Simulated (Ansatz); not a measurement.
# FeNi3 (Awaruite) under changes of volume

One of the cells (11.138 Å³/atom); the others are scaled copies at fixed shape and fractional positions:

```xyz
4
Lattice="3.5450 0.0000 0.0000 0.0000 3.5450 0.0000 0.0000 0.0000 3.5450" Properties=species:S:1:pos:R:3 pbc="T T T"
Ni    1.7725    1.7725    0.0000
Ni    1.7725    0.0000    1.7725
Ni    0.0000    1.7725    1.7725
Fe    0.0000    0.0000    0.0000
```

| Quantity | Value |
| --- | --- |
| Program | Ansatz 0.2.0 |
| Functional | PBEsol |
| Potentials or basis | Ansatz PAW |
| Cutoff | 420 eV (not typed: the program's choice for these potentials) |
| k mesh | 8 × 8 × 8 |
| Occupations | fermi-dirac, width 0.05 eV |
| Spin | collinear spin, ferromagnetic start |
| Starting moments | [1.0, 1.0, 1.0, 3.0] μB |

```csv
volume (Å³/atom),energy over the lowest point (meV/atom),pressure (GPa),moment (μB per cell)
10.469,0.98,3.2,4.69
10.692,0.00,-1.5,4.75
10.915,?,?,?
11.138,15.79,-9.4,4.87
11.360,31.23,-12.7,4.92
11.583,50.98,-15.7,4.97
11.806,74.57,-18.3,5.00
```

Problem. What does the run at 10.915 Å³/atom give?

Solution. Energy over the lowest point 5.16 meV/atom; pressure -5.7 GPa; moment 4.81 μB per cell.

Worked out: A Birch-Murnaghan fit of order 3 (a polynomial in V^(-2/3)) to the other rows has its minimum at 10.61 Å³/atom with B0 = V·E''(V) = 220 GPa and B' = 4.7. It gives 5.17 meV/atom at 10.915 Å³/atom, against the run's 5.16, and -dE/dV = -5.8 GPa, against -5.7. A parabola through the other rows of the moment, of slope 0.261 μB per Å³/atom there, gives 4.82 μB, against the run's 4.81.

Energies are extrapolated to zero smearing.

Caveats: the PAW data sets come from PBE, with cores solved anew for the run's functional, which leaves a small shift of forces and pressure.
